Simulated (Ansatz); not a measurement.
## What strain does to KCl (rocksalt)

KCl built on the rocksalt prototype, relaxed with r2SCAN in Ansatz. The symmetry is Fm-3m (No. 225, cubic); conventional cell a = 6.290 Å, 31.10 Å³ an atom. K has 6 Cl at 3.14 Å; Cl has 6 K at 3.14 Å.

The axes x, y and z are those of this cell:
```
CELL_PARAMETERS angstrom
0.00000 3.14485 3.14485
3.14485 0.00000 3.14485
3.14485 3.14485 0.00000
ATOMIC_POSITIONS crystal
K 0.00000 0.00000 0.00000
Cl 0.50000 0.50000 0.50000
```

Unstrained: PBE gives a direct gap of 5.194 eV at Γ. r2SCAN gives a direct gap of 5.831 eV at Γ. The HSE06 gap is direct at Γ: 6.505 eV. Meshes: PBE 8×8×8, r2SCAN 8×8×8, HSE06 6×6×6. Strains are changes of length per length. After each strain the atoms were relaxed again with r2SCAN within the symmetry that the strain leaves, so tilts or polar shifts that break it weren't tested; points keep the names that they have in the unstrained zone. The values are computed, spin-unpolarised, and not measurements.

Changes of the least gap in eV (an overlap counts as a negative gap):

| strain | volume change (%) | space group | PBE | r2SCAN | HSE06 | energy rise, r2SCAN (meV/atom) |
| --- | --- | --- | --- | --- | --- | --- |
| uniaxial -1.81 % along x | -1.8 | I4/mmm | +0.053 | +0.053 | +0.059 | 1.7 |
| isotropic +4.76 % on every length | +15.0 | Fm-3m | -0.448 | -0.454 | -0.480 | 31.0 |
| biaxial -1.62 % in x and y, z held | -3.2 | I4/mmm | +0.110 | +0.112 | +0.118 | 3.0 |

Uniaxial -1.81 % along x, other directions held. HSE06: the gap goes from 6.505 to 6.564 eV (+0.059 eV); with r2SCAN the top three valence levels at Γ, degenerate before, become 1+2 from the top over 16 meV. Stress change with r2SCAN, compression positive: xx +0.95, yy +0.11, zz +0.11 GPa.

Isotropic +4.76 % on every length. HSE06: the gap goes from 6.505 to 6.025 eV (-0.480 eV). Stress change with r2SCAN, compression positive: xx -1.91, yy -1.91, zz -1.91 GPa. For HSE06, dE_g/d ln V = -3.4 eV over this step.

Biaxial -1.62 % in x and y, z held. HSE06: the gap goes from 6.505 to 6.623 eV (+0.118 eV); with r2SCAN the top three valence levels at Γ, degenerate before, become 2+1 from the top over 15 meV. Stress change with r2SCAN, compression positive: xx +0.95, yy +0.95, zz +0.19 GPa.

The meshes of the hybrids are coarse, so their gaps aren't converged to the digits shown.

The splittings at Γ are without spin-orbit coupling, which regroups them where it is of like size or larger.
